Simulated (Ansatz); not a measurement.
## Pt: single point with PBEsol

The system is Pt.

```xyz
1
Lattice="-1.5842 1.5842 1.5842 1.5842 -1.5842 1.5842 1.5842 1.5842 -1.5842" Properties=species:S:1:pos:R:3 pbc="T T T"
Pt    0.0000    0.0000    0.0000
```

This isn't the form of Pt at room conditions, which is fcc.

```yaml
Program: Ansatz 0.2.0
Task: single point
Functional: PBEsol
Potentials_or_basis: all-electron LAPW, scalar-relativistic
Cutoff: 277 eV (chosen from the basis error)
Basis_error_allowed: 0.001 eV/atom
k_mesh: 12 × 12 × 12
Occupations: fermi-dirac, width 0.05 eV
Spin: no spin polarisation
```

- Pressure: -11.2 GPa
- Band gap on the k mesh: none (metal or under the smearing width)

Levels at points of the mesh, in eV from the Fermi level:
```csv
k point,band 17,band 18,band 19,band 20,band 21,band 22,band 23,band 24,band 25,band 26
"(0.00, 0.00, 0.00)",-9.44,-3.39,-3.39,-3.39,-0.90,-0.90,17.06,17.06,17.06,26.93
"(0.00, 0.00, -0.50)",-6.48,-4.81,-1.09,-0.58,0.27,1.12,6.29,13.25,15.80,23.89
"(-0.50, -0.50, -0.50)",-5.96,-5.96,0.60,0.60,0.60,7.65,7.65,7.65,12.70,18.91
```

Run time: 9.2 s on 1 thread of Arm Neoverse V2, on a shared host, peak memory 0.29 GiB.

Spin-orbit coupling is left out, which matters for the levels of Pt.
